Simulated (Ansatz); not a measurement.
## AlGa3N4: pressure coefficient of the gap from its deformation potential

Theory: DFT r2SCAN, scalar-relativistic, plane waves, PAW (Ansatz 0.2.0). Cutoff 500 eV, mesh 6×6×6 in the first runs.

The relaxed cell is P-43m with a = 4.465 Å. An equation of state gives B0 = 200.0 GPa at V0 = 11.130 Å³/atom, and gaps on the k mesh of 3.040 eV at 10.796 Å³/atom, 2.817 eV at 11.129 Å³/atom, 2.602 eV at 11.463 Å³/atom.

Q: Predict dE_g/dP at zero pressure, and compare with cells relaxed under pressure.

A: A parabola in ln V through the three points has the slope a = dE_g/d ln V = -7.30 eV at V0. Since dP = −B d ln V, dE_g/dP = −a/B = 36.5 meV/GPa. Separate runs under pressure gave gaps (over the zone) of 2.780 eV at -1.00 GPa, 2.817 eV at 0.01 GPa, 2.853 eV at 1.00 GPa, a slope of 36.5 meV/GPa at zero. The two routes agree within 0.1 meV/GPa. Compression widens this gap. Pressure coefficients of semilocal functionals are as a rule better than their gaps.

The gap rises under compression because its two edges respond differently to shorter bonds. In tetrahedral nitrides the lowest conduction state at the zone centre is an antibonding mix of cation s and N s character, and it climbs steeply as overlap grows, while the N 2p valence top shifts less. The size and sign of the -7.30 eV deformation potential suggest that this s-like state forms the conduction edge here. A state folded in from the zinc-blende X point would also appear at the zone centre of this cubic cell, but would normally respond weakly or with the opposite sign.

The match between the two routes shows that the volume derivative and the bulk modulus are mutually consistent. It doesn't test the functional, which both routes share. The absolute gap of 2.817 eV is below the measured gap of zinc-blende GaN, although Al should widen it, and the likely cause is the usual underestimate by semilocal exchange-correlation. The coefficient describes hydrostatic compression of this ordered cell, and doesn't carry over to uniaxial or epitaxial strain, which would also split the valence top.
